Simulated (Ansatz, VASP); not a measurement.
## One calculation of Sr, two programs

The input INCAR:

```
PREC = Accurate
ENCUT = 520
EDIFF = 1E-6
ISMEAR = -1
SIGMA = 0.05
LREAL = F
LASPH = T
NELM = 80
ALGO = Fast
ISIF = 2
LWAVE = F
LCHARG = F
GGA = PE
NBANDS = 11
```

The input KPOINTS:

```
Automatic mesh
0
Gamma
  8 8 8
```

File POSCAR:

```
Sr
1.0
   -2.3852921747      2.3852921747      2.3852921747
    2.3852921747     -2.3852921747      2.3852921747
    2.3852921747      2.3852921747     -2.3852921747
Sr
1
Direct
    0.0000000000      0.0000000000      0.0000000000
```

Contents of input.yaml:

```yaml
crystal:
  lattice:
    - [-2.3852921747, 2.3852921747, 2.3852921747]
    - [2.3852921747, -2.3852921747, 2.3852921747]
    - [2.3852921747, 2.3852921747, -2.3852921747]
  atoms:
    - { symbol: Sr, position: [0.0, 0.0, 0.0] }
kpoints:
  mp_grid: { grid: [8, 8, 8] }
scf:
  occupations: { method: fermi_dirac, width: 0.05 }
hamiltonian:
  xc: pbe
  pseudopotentials: { kind: all_electron, lapw: { basis_error: 0.0005 } }
output:
  forces: true
  stress: true
  eigenvalues: true
```

Change from the starting cell: volume scaled by 0.94.

Alike in both runs: task single point; functional PBE; k mesh 8 × 8 × 8; occupations fermi-dirac, width 0.05 eV; no spin polarisation.

```csv
,VASP,Ansatz
version,VASP 6.6.1,Ansatz 0.2.0
potentials or method,"VASP PAW PBE potentials, release 64 (Sr_sv)","all-electron LAPW, scalar-relativistic"
plane-wave cutoff (eV),520,see its input
```

```tsv
	VASP	Ansatz	Ansatz less VASP
gap on the k mesh at the Fermi level (eV)	none	none	-
pressure (GPa)	-0.1	-0.1	-0.01
```

A gap of «none» marks a metal or a gap that the smearing closes. Ansatz ran all-electron here, so the differences hold the error of VASP's frozen core and of both bases.
